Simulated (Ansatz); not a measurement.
# AlN (F-43m), work and stress of cleavage

Method: DFT r2SCAN, scalar-relativistic, plane waves, PAW (Ansatz 0.2.0). Cutoff 500 eV, Γ-centred 8×8×2 k-points, Gaussian smearing of 0.05 eV. No spin polarisation. Energies are free energies at this smearing, counted from the undisturbed cell; pressure is positive in compression.

Zero of the scan (as given, not relaxed at this level; it stands at 0.3 GPa; this zinc-blende form isn't the usual structure):

```
CELL_PARAMETERS angstrom
2.18399 -2.18399 0.00000
2.18399 0.00000 -2.18399
8.73597 8.73597 8.73597
ATOMIC_POSITIONS crystal
Al 0.66667 0.66667 0.06247
Al 0.00000 0.00000 0.89580
Al 0.33333 0.33333 0.22913
Al 0.66667 0.66667 0.56247
Al 0.00000 0.00000 0.39580
Al 0.33333 0.33333 0.72913
N 0.66667 0.66667 0.43747
N 0.00000 0.00000 0.27080
N 0.33333 0.33333 0.60413
N 0.66667 0.66667 0.93747
N 0.00000 0.00000 0.77080
N 0.33333 0.33333 0.10413
```

The cut lies on the cell's a–b face, a (1 -1 1) plane (indices in the standard cell, whose axes needn't be the Cartesian ones shown) of area 8.26 Å², between layers 1.89 Å apart. Vector c is lengthened by d along the normal with the atoms' Cartesian places fixed: one unrelaxed cut a cell. The traction is positive where the two halves pull on each other.

```
d (Å) energy (J/m²) traction (GPa)
-0.30           2.20          -185.5
-0.15           0.43           -63.8
 0.00           0.00            -0.2
 0.25           0.65            43.8
 0.50           1.92            54.7
 0.75           3.29            53.4
 1.00           4.55            47.6
 1.50           6.57            32.5
 2.00           7.82            17.6
 3.00           8.65             2.6
 4.50           8.84             0.6
 6.00           8.90             0.2
```

**Question.** What are the work of separation and the cleavage stress, and do they fit the universal binding curve?

**Answer.** The energy levels off near W ≈ 8.90 J/m² (the traction is down to 0.2 GPa), the energy of the two unrelaxed faces, 4.45 J/m² each on average. The largest sampled traction is 54.7 GPa at d = 0.50 Å, and a parabola through it and its two neighbours peaks at σ_max ≈ 55.6 GPa, d ≈ 0.60 Å. The curve E = W[1 − (1 + d/ℓ)exp(−d/ℓ)] peaks in traction at d = ℓ with σ_max = W/(eℓ); with 1 J/m² per Å = 10 GPa this W and σ_max give ℓ = 0.59 Å. A parabola through that curve at the same three d peaks at 0.61 Å, against 0.60 Å here, a fair fit. The cut parts unlike faces (N and Al); in an ionic crystal that makes them polar, and the energy then depends on the thickness of the slab. The opened faces are metallic here, and spin polarisation, left out, could lower W. Real crystals break at far lower stress, because cracks concentrate it, and on the plane of lowest W, which needn't be this one.

The cut is rigid; relaxing the faces lowers these energies and usually the stresses.

The gap closes along the scan, which can put kinks into the curve.